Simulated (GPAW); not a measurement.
Runs of GPAW 26.7.0 on CsSnI3. It takes space group Pm-3m (No. 221, cubic). Conventional cell: a = 6.206 Å, b = 6.206 Å, c = 6.206 Å, α = 90.00°, β = 90.00°, γ = 90.00°. Around Cs (site symmetry m-3m) lie 12 I at 4.39 Å. I (site symmetry 4/mmm) has 2 Sn at 3.10 Å as nearest neighbours. Sn (site symmetry m-3m) has 6 I at 3.10 Å as nearest neighbours. 

| task | level | potentials or basis | cell | optimizer | fmax | max steps | convergence | gap on the mesh (eV) | pressure (GPa) | relaxed volume (Å³/atom) |
| --- | --- | --- | --- | --- | --- | --- | --- | --- | --- | --- |
| single point | PBE | GPAW PAW data sets (gpaw-data 1.2.1), pw | strain = -0.01 | - | - | - | - | 0.27 | 0.8 | - |
| single point | PBE | GPAW PAW data sets (gpaw-data 1.2.1), pw | strain = -0.04 | - | - | - | - | 0.25 | 0.8 | - |
| relaxation of cell and atoms | RPBE+D3(BJ) | the program's PAW data sets (release 1.2.1) made for this functional, pw | relaxed | BFGS | 0.02 eV/Å | 60 | density=1e-05 forces=0.0001 | (b) | 0.0 | (a) |
| single point | PBE | GPAW PAW data sets (gpaw-data 1.2.1), pw | strain = -0.02 | - | - | - | - | 0.26 | 0.8 | - |
| relaxation of cell and atoms | RPBE | the program's PAW data sets (release 1.2.1) made for this functional, pw | relaxed | BFGS | 0.02 eV/Å | 60 | density=1e-05 forces=0.0001 | 0.77 | 0.0 | 53.47 |

Alike in all rows: no spin polarisation; k mesh 4 × 4 × 4; cutoff (eV) 600; smearing fermi-dirac 0.05 eV.

Question: Estimate the missing entries.

Answer: (a) 37.60; (b) none.

Caveats: spin-orbit coupling is left out, which moves the levels of the heavy elements (some runs); the density grid can change from cell to cell, which puts small steps into energies and stress (some runs); the cell was measured hot, at 500 K (some runs); later steps reuse the first step's grids (some runs); the volume moved by over 15 % at a fixed basis, so the end points are rough (some runs); pairwise dispersion overbinds metals, which lowers pressure and volume (some runs).

A k mesh can miss the band edges, and the runs leave out spin-orbit coupling on Cs, I, Sn.
